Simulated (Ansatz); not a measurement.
## SrO (Fm-3m): from strained cells to moduli

```xyz
2
Lattice="0.0000 2.5614 2.5614 2.5614 0.0000 2.5614 2.5614 2.5614 0.0000" Properties=species:S:1:pos:R:3 pbc="T T T"
Sr    2.5614    2.5614    2.5614
O     0.0000    0.0000    0.0000
```

Unless marked otherwise, the numbers come from PBEsol, all-electron LAPW in Ansatz 0.2.0, scalar-relativistic. k mesh 8×8×8, fixed occupations, basis error target 1 meV/atom. The cell was relaxed by PAW under this functional.

The cell is cubic and carries a residual pressure of -0.02 GPa at this level. Each strain component that symmetry leaves independent is applied at ±0.005, the ions relax wherever a strain frees them, and the stress (tension positive, GPa) is read. Shears are engineering strains, γ = 2ε.

| strain | size | σxx | σyy | σzz | σyz | σxz | σxy |
| --- | --- | --- | --- | --- | --- | --- | --- |
| xx | -0.005 | -0.9269 | -0.2244 | -0.2244 | 0.0000 | 0.0000 | 0.0000 |
| xx | +0.005 | 0.9116 | 0.2636 | 0.2636 | 0.0000 | 0.0000 | 0.0000 |
| yz | -0.005 | 0.0238 | 0.0221 | 0.0221 | -0.2746 | 0.0000 | 0.0000 |
| yz | +0.005 | 0.0238 | 0.0221 | 0.0221 | 0.2746 | 0.0000 | 0.0000 |

A central difference gives one constant, for example C11 ≈ (0.9116 − (-0.9269))/(0.01) = 183.9 GPa; the program then imposes the crystal's symmetry on the whole matrix.

(1) What are the independent elastic constants?

(2) Do they meet the Born conditions?

(3) What moduli does a random aggregate of grains have?

(4) With the density of 5.119 g/cm³, how fast does sound travel, and what Debye temperature follows?

(5) How far do the constants move if PAW replaces LAPW in the same cell?

Results:

(1) C11 = 183.9, C12 = 48.8, C44 = 54.9 GPa.

(2) C11 − C12 = 135.1, C11 + 2C12 = 281.4 and C44 = 54.9 GPa must all be positive, so the crystal is elastically stable; that says nothing yet of its phonons.

(3) B = (C11 + 2C12)/3 = 93.8 GPa. G_V = (C11 − C12 + 3C44)/5 = 60.0 and G_R = 5(C11 − C12)C44/(4C44 + 3(C11 − C12)) = 59.4, so G_H = 59.7 GPa. Then E = 9BG/(3B + G) = 147.7 GPa, ν = (3B − 2G)/(6B + 2G) = 0.238 and B/G = 1.57, on the brittle side of Pugh's 1.75 (a rule of thumb, made for metals; it doesn't predict ductility here).

(4) 

```json
{"direction": "[100]", "slow (m/s)": "3276", "middle (m/s)": "3276", "fast (m/s)": "5993"}
{"direction": "[110]", "slow (m/s)": "3276", "middle (m/s)": "3632", "fast (m/s)": "5784"}
{"direction": "[111]", "slow (m/s)": "3517", "middle (m/s)": "3517", "fast (m/s)": "5712"}
```

The mean of v⁻³ over directions and branches gives v_m = 3781 m/s and θ_D = (ħ/k_B) v_m (6π²n)^(1/3) = 439 K, n being atoms per volume. Young's modulus spans 138 to 163 GPa over directions, and the universal anisotropy index is 0.05.

(5) 

| constant | LAPW (GPa) | PAW (GPa) | difference |
| --- | --- | --- | --- |
| C11 | 183.9 | 183.5 | -0.4 |
| C12 | 48.8 | 48.8 | 0.0 |
| C44 | 54.9 | 54.8 | -0.1 |

Limits of these numbers: the frozen-core PAW files of the compared runs were fitted under PBE, their cores solved anew for this functional.
